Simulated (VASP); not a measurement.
# MnSb (Fm-3m) in VASP: equation of state

Aim: energy against volume of MnSb in PBE, for its equilibrium volume and stiffness.

Everything below comes from runs of VASP 6.6.1. Logs are shortened: lines on timing, memory, paths and dates and some standing lists are left out, and cuts for length are marked.

### Step 1. The crystal as given

It takes space group Fm-3m (No. 225, cubic). Conventional cell: a = 5.590 Å, b = 5.590 Å, c = 5.590 Å, α = 90.00°, β = 90.00°, γ = 90.00°. Sb (site symmetry m-3m) has 6 Mn at 2.80 Å as nearest neighbours. Around Mn (site symmetry m-3m) lie 6 Sb at 2.80 Å.

The cell comes from a database or a generator and needn't be the stable form of this composition.

### Step 2. Equation of state, PBE, collinear spin, ferromagnetic start, 20.52 Å³/atom (volume scaled by 0.94)

Input file INCAR:

```
SYSTEM = MnSb
ALGO = Normal ; EDIFF = 1E-7
ENCUT = 520 ; GGA = PE
ISIF = 2 ; ISMEAR = -1
ISPIN = 2 ; LASPH = .True.
LCHARG = .False. ; LMAXMIX = 4
LORBIT = 11 ; LREAL = .False.
LWAVE = .False. ; MAGMOM = 0 4
NBANDS = 20 ; NELM = 100
PREC = Accurate ; SIGMA = 0.05
```

Input file KPOINTS:

```
k-points
0
Gamma
  8 8 8
  0 0 0
```

Input file POSCAR:

```
MnSb
1.0
    0.0000000000      2.7379588472      2.7379588472
    2.7379588472      0.0000000000      2.7379588472
    2.7379588472      2.7379588472      0.0000000000
Sb Mn
1 1
Direct
    0.5000000000      0.5000000000      0.5000000000
    0.0000000000      0.0000000000      0.0000000000
```

Potentials or basis: VASP PAW PBE potentials, release 64 (Sb, Mn_pv).

Launch:

```
cat potpaw_PBE.64/Sb/POTCAR potpaw_PBE.64/Mn_pv/POTCAR > POTCAR
mpirun -np 1 vasp_std > vasp.out
```

OUTCAR:

```text
SYSTEM = MnSb
   EDIFF = 1E-7
   ENCUT = 520
   GGA = PE
   ISIF = 2
   ISMEAR = -1
   ISPIN = 2
   LASPH = .True.
   LORBIT = 11
   LREAL = .False.
   NELM = 100
   PREC = Accurate

 Found     29 irreducible k-points:

 Following reciprocal coordinates:
            Coordinates               Weight
  0.000000  0.000000  0.000000      1.000000
  0.125000  0.000000  0.000000      8.000000
  0.250000  0.000000  0.000000      8.000000
  0.375000  0.000000  0.000000      8.000000
  0.500000  0.000000  0.000000      4.000000
  0.125000  0.125000  0.000000      6.000000
   k-points           NKPTS =     29   k-points in BZ     NKDIM =     29   number of bands    NBANDS=     20
   number of dos      NEDOS =    301   number of ions     NIONS =      2
   total plane-waves  NPLWV =  27000
   dimension x,y,z NGX =    30 NGY =   30 NGZ =   30
   dimension x,y,z NGXF=    60 NGYF=   60 NGZF=   60
   ions per type =               1   1
   NGX,Y,Z   is equivalent  to a cutoff of  12.88, 12.88, 12.88 a.u.
   NGXF,Y,Z  is equivalent  to a cutoff of  25.76, 25.76, 25.76 a.u.
 SYSTEM =  MnSb
   PREC   = accura    normal or accurate (medium, high low for compatibility)
   ISTART =      0    job   : 0-new  1-cont  2-samecut
   ICHARG =      2    charge: 1-file 2-atom 10-const
   ISPIN  =      2    spin polarized calculation?
   LNONCOLLINEAR =      F non collinear calculations
   LSORBIT =      F    spin-orbit coupling
   LASPH  =      T    aspherical Exc in radial PAW
   ENCUT  =  520.0 eV  38.22 Ry    6.18 a.u.   7.20  7.20  7.20*2*pi/ulx,y,z
   NELM   =    100;   NELMIN=  2; NELMDL= -5     # of ELM steps
   EDIFF  = 0.1E-06   stopping-criterion for ELM
   LREAL  =      F    real-space projection
   EDIFFG = 0.1E-05   stopping-criterion for IOM
   NSW    =      0    number of steps for IOM
   IBRION =     -1    ionic relax: 0-MD 1-quasi-New 2-CG
   NFREE  =      0    steps in history (QN), initial steepest desc. (CG)
   ISIF   =      2    stress and relaxation
   ISYM   =      2    0-nonsym 1-usesym 2-fastsym
   POTIM  = 0.5000    time-step for ionic-motion
   TEBEG  =    0.0;   TEEND  =   0.0 temperature during run
   PSTRESS=    0.0 pullay stress
   NELECT =      18.0000    total number of electrons
   NUPDOWN=      -1.0000    fix difference up-down
   EMIN   =  10.00;   EMAX   =-10.00  energy-range for DOS
   EFERMI =   0.00;   METHOD = LEGACY
   ISMEAR =    -1;   SIGMA  =   0.05  broadening in eV -4-tet -1-fermi 0-gaus
   EFERMI_NEDOS =   21; number of points for ismear=-14 and -15
   IALGO  =     38    algorithm
   IMIX   =      4    mixing-type and parameters
     AMIX     =   0.40;   BMIX     =  1.00
     AMIX_MAG =   1.60;   BMIX_MAG =  1.00
  volume/ion in A,a.u.               =      20.52       138.51
  Fermi-wavevector in a.u.,A,eV,Ry     =   1.243738  2.350323 21.046623  1.546883
  Thomas-Fermi vector in A             =   2.378035
   LORBIT       =     11    0 simple, 1 ext, 2 COOP (PROOUT), +10 PAW based schemes
   GGA     = PE    functional components
   LHFCALC =     F    Hartree Fock is set to
   AEXX    =    0.0000 exact exchange contribution
   IVDW    =     0    specifies the selected vdW correction
   LEPSILON=     F    determine dielectric tensor
   LRPA    =     F    only Hartree local field effects (RPA)
 spin polarized calculation
  energy-cutoff  :      520.00
  volume of cell :       41.05
 maximum number of plane-waves:      1124
 NGX is ok and might be reduce to    30
   NGX = 15   NGY = 15   NGZ = 15

 number of electron      18.0000007 magnetization       3.7350416

 Free energy of the ion-electron system (eV)
  ---------------------------------------------------
  ext. energy  EPLUGINS =         0.00000000
  ---------------------------------------------------
  free energy    TOTEN  =       -12.83368924 eV

  energy without entropy =      -12.82530940  energy(sigma->0) =      -12.82949932

 E-fermi :   8.3504     XC(G=0): -10.8705

 val. band max:        8.3241323817   @ k =  -0.3750   0.3750   0.0000
 cond. band min:       8.3662431889   @ k =   0.2500   0.2500   0.0000
 fundamental gap:      0.0421108072
 Fermi energy:         8.3503868976

 spin component 1

 k-point     1 :       0.0000    0.0000    0.0000
  band No.  band energies     occupation
      1     -41.8599      1.00000
      2     -41.8599      1.00000
      3     -41.8599      1.00000
      4      -3.5799      1.00000
      5       5.2743      1.00000
      6       5.2743      1.00000
      7       5.2743      1.00000
      8       5.5586      1.00000
      9       5.5586      1.00000
     10       9.7900      0.00000
     11       9.7900      0.00000
     12       9.7900      0.00000
     13      14.0815      0.00000
     14      16.4573      0.00000
     15      16.7460      0.00000
     16      16.7460      0.00000
     17      16.7460      0.00000
     18      18.2076      0.00000
     19      18.2076      0.00000
     20      18.2076      0.00000

 k-point     2 :       0.1250    0.0000    0.0000
  band No.  band energies     occupation
      1     -41.8606      1.00000
      2     -41.8599      1.00000
      3     -41.8599      1.00000
      4      -3.3590      1.00000
      5       5.1339      1.00000
      6       5.2525      1.00000
      7       5.2525      1.00000
      8       5.4535      1.00000
      9       5.4535      1.00000
     10       8.4811      0.06818
     11      10.0044      0.00000
     12      10.0044      0.00000
     13      14.5695      0.00000
     14      15.9165      0.00000
     15      16.5625      0.00000
     16      16.5625      0.00000
     17      17.5465      0.00000
     18      17.5465      0.00000
     19      17.5531      0.00000
     20      19.1876      0.00000

 k-point     3 :       0.2500    0.0000    0.0000
  band No.  band energies     occupation
      1     -41.8622      1.00000
      2     -41.8599      1.00000
      3     -41.8599      1.00000
      4      -2.7199      1.00000
      5       4.4194      1.00000
      6       4.9452      1.00000
      7       4.9452      1.00000
      8       5.5169      1.00000
      9       5.5169      1.00000
     10       6.7916      1.00000
     11      10.5001      0.00000
     12      10.5001      0.00000
     13      13.6057      0.00000
     14      15.1657      0.00000
     15      15.1657      0.00000
     16      17.0731      0.00000
     17      17.9953      0.00000
     18      18.3665      0.00000
     19      18.3665      0.00000
     20      22.3182      0.00000

 k-point     4 :       0.3750    0.0000    0.0000
  band No.  band energies     occupation
      1     -41.8638      1.00000
      2     -41.8599      1.00000
      3     -41.8599      1.00000
      4      -1.7848      1.00000
      5       2.9053      1.00000
      6       4.6336      1.00000
      7       4.6336      1.00000
      8       5.6482      1.00000
      9       5.6482      1.00000
     10       6.1781      1.00000
     11      11.0605      0.00000
     12      11.0605      0.00000
     13      12.8189      0.00000
     14      13.9057      0.00000
     15      13.9057      0.00000
     16      16.7507      0.00000
     17      19.9589      0.00000
     18      19.9589      0.00000
     19      20.5044      0.00000
     20      24.8491      0.00000

 k-point     5 :       0.5000    0.0000    0.0000
  band No.  band energies     occupation
      1     -41.8644      1.00000
      2     -41.8599      1.00000
      3     -41.8599      1.00000
      4      -1.1548      1.00000
      5       1.9752      1.00000
      6       4.5145      1.00000
      7       4.5145      1.00000
      8       5.7070      1.00000
      9       5.7070      1.00000
     10       6.0691      1.00000
     11      11.3844      0.00000
     12      11.3844      0.00000
     13      12.5319      0.00000
     14      13.3305      0.00000
     15      13.3305      0.00000
     16      16.6415      0.00000
     17      21.4931      0.00000
     18      21.4931      0.00000
     19      22.5955      0.00000
     20      22.9759      0.00000

 k-point     6 :       0.1250    0.1250    0.0000
  band No.  band energies     occupation
      1     -41.8604      1.00000
      2     -41.8602      1.00000
      3     -41.8602      1.00000
      4      -3.2880      1.00000
      5       5.1259      1.00000
      6       5.2021      1.00000
      7       5.2646      1.00000
      8       5.2646      1.00000
      9       5.5884      1.00000
     10       9.2441      0.00000
     11       9.3549      0.00000
     12       9.3549      0.00000
     13      15.0224      0.00000
     14      15.2539      0.00000
     15      15.7402      0.00000
     16      17.0426      0.00000
     17      17.0426      0.00000
     18      18.8230      0.00000
     19      19.1651      0.00000
     20      19.1651      0.00000

 [... further k-points ...]

 spin component 2

 k-point     1 :       0.0000    0.0000    0.0000
  band No.  band energies     occupation
      1     -38.0581      1.00000
      2     -38.0581      1.00000
      3     -38.0581      1.00000
      4      -3.4735      1.00000
      5       8.3933      0.29754
      6       8.3934      0.29746
      7       8.4750      0.07640
      8       8.4750      0.07637
      9       8.4750      0.07637
     10       9.8190      0.00000
     11       9.8190      0.00000
     12       9.8190      0.00000
     13      14.8246      0.00000
     14      16.3724      0.00000
     15      17.5073      0.00000
     16      17.5073      0.00000
     17      17.5073      0.00000
     18      19.1740      0.00000
     19      19.1740      0.00000
     20      19.1740      0.00000

 k-point     2 :       0.1250    0.0000    0.0000
  band No.  band energies     occupation
      1     -38.0590      1.00000
      2     -38.0581      1.00000
      3     -38.0581      1.00000
      4      -3.2586      1.00000
      5       7.5557      1.00000
      6       7.8203      0.99998
      7       7.8203      0.99998
      8       8.5514      0.01763
      9       8.5514      0.01763
     10       9.4520      0.00000
     11      10.4850      0.00000
     12      10.4850      0.00000
     13      15.2058      0.00000
     14      16.2620      0.00000
     15      17.2779      0.00000
     16      17.2779      0.00000
     17      18.1720      0.00000
     18      18.4182      0.00000
     19      18.4182      0.00000
     20      19.7969      0.00000

 k-point     3 :       0.2500    0.0000    0.0000
  band No.  band energies     occupation
      1     -38.0612      1.00000
      2     -38.0581      1.00000
      3     -38.0581      1.00000
      4      -2.6408      1.00000
      5       5.4403      1.00000
      6       7.0394      1.00000
      7       7.0394      1.00000
      8       8.7912      0.00015
      9       8.7912      0.00015
     10       9.3272      0.00000
     11      11.4682      0.00000
     12      11.4682      0.00000
     13      14.0837      0.00000
     14      15.9417      0.00000
     15      15.9418      0.00000
     16      17.7605      0.00000
     17      18.6724      0.00000
     18      18.9701      0.00000
     19      18.9701      0.00000
     20      22.4953      0.00000

 k-point     4 :       0.3750    0.0000    0.0000
  band No.  band energies     occupation
      1     -38.0633      1.00000
      2     -38.0581      1.00000
      3     -38.0581      1.00000
      4      -1.7571      1.00000
      5       3.4482      1.00000
      6       6.5126      1.00000
      7       6.5126      1.00000
      8       9.0686      0.00000
      9       9.0687      0.00000
     10       9.3815      0.00000
     11      12.2946      0.00000
     12      12.2946      0.00000
     13      13.0906      0.00000
     14      14.6524      0.00000
     15      14.6524      0.00000
     16      17.8291      0.00000
     17      20.3338      0.00000
     18      20.3338      0.00000
     19      20.9360      0.00000
     20      25.1868      0.00000

 k-point     5 :       0.5000    0.0000    0.0000
  band No.  band energies     occupation
      1     -38.0642      1.00000
      2     -38.0581      1.00000
      3     -38.0580      1.00000
      4      -1.1936      1.00000
      5       2.4955      1.00000
      6       6.3297      1.00000
      7       6.3297      1.00000
      8       9.1981      0.00000
      9       9.1981      0.00000
     10       9.4388      0.00000
     11      12.6932      0.00000
     12      12.7531      0.00000
     13      12.7531      0.00000
     14      13.9941      0.00000
     15      13.9941      0.00000
     16      17.8000      0.00000
     17      21.5951      0.00000
     18      21.5951      0.00000
     19      22.9107      0.00000
     20      23.5463      0.00000

 k-point     6 :       0.1250    0.1250    0.0000
  band No.  band energies     occupation
      1     -38.0587      1.00000
      2     -38.0585      1.00000
      3     -38.0585      1.00000
      4      -3.1890      1.00000
      5       7.1476      1.00000
      6       8.0349      0.99818
      7       8.0349      0.99818
      8       8.2992      0.73581
      9       8.4405      0.14166
     10      10.0163      0.00000
     11      10.0163      0.00000
     12      10.1994      0.00000
     13      15.5838      0.00000
     14      16.2426      0.00000
     15      16.3434      0.00000
     16      17.5436      0.00000
     17      17.5436      0.00000
     18      19.0410      0.00000
     19      20.1731      0.00000
     20      20.1731      0.00000

 [... further k-points ...]
[... 5 lines left out ...]
  --------------------------------------------------------------------------------------
  -------------------------------------------------------------------------------------
  Total        0.9784189      0.9784189      0.9784189      0.0000000      0.0000000     -0.0000000
  in kB       38.1878040     38.1878040     38.1878040      0.0000000      0.0000000     -0.0000000
  external PRESSURE =      38.1878040 kB  Pullay stress =       0.0000000 kB

 VOLUME and BASIS-vectors are now :
 -----------------------------------------------------------------------------
  energy-cutoff  :      520.00
  volume of cell :       41.05
      direct lattice vectors                 reciprocal lattice vectors
     0.000000000  2.737958847  2.737958847    -0.182617792  0.182617792  0.182617792
     2.737958847  0.000000000  2.737958847     0.182617792 -0.182617792  0.182617792
     2.737958847  2.737958847  0.000000000     0.182617792  0.182617792 -0.182617792

 POSITION                                       TOTAL-FORCE (eV/Angst)
 -----------------------------------------------------------------------------------
      2.73796      2.73796      2.73796         0.000000      0.000000     -0.000000
      0.00000      0.00000      0.00000         0.000000      0.000000      0.000000
 -----------------------------------------------------------------------------------
    total drift:                               -0.000000      0.000000      0.000000

  FREE ENERGIE OF THE ION-ELECTRON SYSTEM (eV)
  ---------------------------------------------------
  free  energy   TOTEN  =       -12.8336892399 eV

  energy  without entropy=      -12.8253094046  energy(sigma->0) =      -12.82949932

 total charge

# of ion       s       p       d       tot
------------------------------------------
    1        1.139   1.325   0.043   2.507
    2        0.291   6.204   5.032  11.527
--------------------------------------------------
tot          1.430   7.529   5.075  14.034

 magnetization (x)

# of ion       s       p       d       tot
------------------------------------------
    1        0.012  -0.115   0.012  -0.091
    2        0.075   0.039   3.532   3.646
--------------------------------------------------
tot          0.086  -0.076   3.544   3.555
```

Wall time 34 s (1 thread of AMD EPYC 9R45 (Zen 5), shared host); peak memory 0.18 GiB.

What came out:

* Free energy: -12.8337 eV
* Pressure: 3.8 GPa
* Band gap on the k mesh: none (metal or under the smearing width)
* Net moment: 3.74 μB per cell
* Site moments: Sb -0.09; Mn +3.65 μB
* Valence electrons inside the program's atomic spheres: Sb 2.51; Mn 11.53

Caveat: a cell with one magnetic atom can't hold antiferromagnetic order, which such compounds often take.

### Step 3. Equation of state, PBE, collinear spin, ferromagnetic start, 20.96 Å³/atom (volume scaled by 0.96)

Input file INCAR:

```
SYSTEM = MnSb
ALGO     = Normal         ! electronic algorithm
EDIFF    = 1E-7           ! SCF threshold, eV
ENCUT    = 520            ! plane-wave cutoff, eV
GGA      = PE             ! functional
ISIF     = 2              ! what is computed and relaxed
ISMEAR   = -1             ! smearing method
ISPIN    = 2              ! spin polarisation
LASPH    = .True.         ! aspherical terms in the spheres
LCHARG   = .False.        ! write CHGCAR
LMAXMIX  = 4              ! l up to which the mixer works
LORBIT   = 11             ! projections on sites
LREAL    = .False.        ! projectors in reciprocal space
LWAVE    = .False.        ! write WAVECAR
MAGMOM   = 0 4            ! initial moments
NBANDS   = 20             ! bands
NELM     = 120            ! most SCF steps
PREC     = Accurate       ! precision mode
SIGMA    = 0.05           ! smearing width, eV
```

KPOINTS is that of step 2.

Input file POSCAR:

```
MnSb
1.0
    0.0000000000      2.7572408829      2.7572408829
    2.7572408829      0.0000000000      2.7572408829
    2.7572408829      2.7572408829      0.0000000000
Sb Mn
1 1
Direct
    0.5000000000      0.5000000000      0.5000000000
    0.0000000000      0.0000000000      0.0000000000
```

Potentials or basis: VASP PAW PBE potentials, release 64 (Sb, Mn_pv).

Launch:

```
cat potpaw_PBE.64/Sb/POTCAR potpaw_PBE.64/Mn_pv/POTCAR > POTCAR
mpirun -np 1 vasp_std > vasp.out
```

Wall time 35 s (1 thread of AMD EPYC 9R45 (Zen 5), shared host); peak memory 0.18 GiB.

Results (log left out):

```
Free energy                                           : -12.8502 eV
Pressure                                              : 2.2 GPa
Band gap on the k mesh                                : none (metal or under the smearing width)
Net moment                                            : 3.77 μB per cell
Site moments                                          : Sb -0.10; Mn +3.69 μB
Valence electrons inside the program's atomic spheres : Sb 2.50; Mn 11.50
```

Caveat: a cell with one magnetic atom can't hold antiferromagnetic order, which such compounds often take.

### Step 4. Equation of state, PBE, collinear spin, ferromagnetic start, 21.40 Å³/atom (volume scaled by 0.98)

Input file INCAR:

```
SYSTEM = MnSb
PREC = Accurate
ENCUT = 520
EDIFF = 1E-7
ISMEAR = -1
SIGMA = 0.05
LREAL = .FALSE.
LASPH = .TRUE.
NELM = 150
ALGO = Normal
ISIF = 2
LWAVE = .FALSE.
LCHARG = .FALSE.
ISPIN = 2
MAGMOM = 0 4
LORBIT = 11
LMAXMIX = 4
GGA = PE
NBANDS = 20
```

Input file KPOINTS:

```
regular mesh
0
G
  8 8 8
  0 0 0
```

Input file POSCAR:

```
MnSb
1.0
    0.0000000000      2.7762569381      2.7762569381
    2.7762569381      0.0000000000      2.7762569381
    2.7762569381      2.7762569381      0.0000000000
Sb Mn
1 1
Direct
    0.5000000000      0.5000000000      0.5000000000
    0.0000000000      0.0000000000      0.0000000000
```

Launch:

```
cat potpaw_PBE.64/Sb/POTCAR potpaw_PBE.64/Mn_pv/POTCAR > POTCAR
mpirun -np 1 vasp_std > vasp.out
```

Run time: 36 s. Hardware: 1 thread of AMD EPYC 9R45 (Zen 5), shared host; peak memory 0.18 GiB.

The run converged. Its results:

| Quantity | Value |
| --- | --- |
| Free energy | -12.8587 eV |
| Pressure | 0.9 GPa |
| Band gap on the k mesh | none (metal or under the smearing width) |
| Net moment | 3.81 μB per cell |
| Site moments | Sb -0.10; Mn +3.73 μB |
| Valence electrons inside the program's atomic spheres | Sb 2.48; Mn 11.48 |

Caveat: a cell with one magnetic atom can't hold antiferromagnetic order, which such compounds often take.

(Continued in part 2 of 2.)
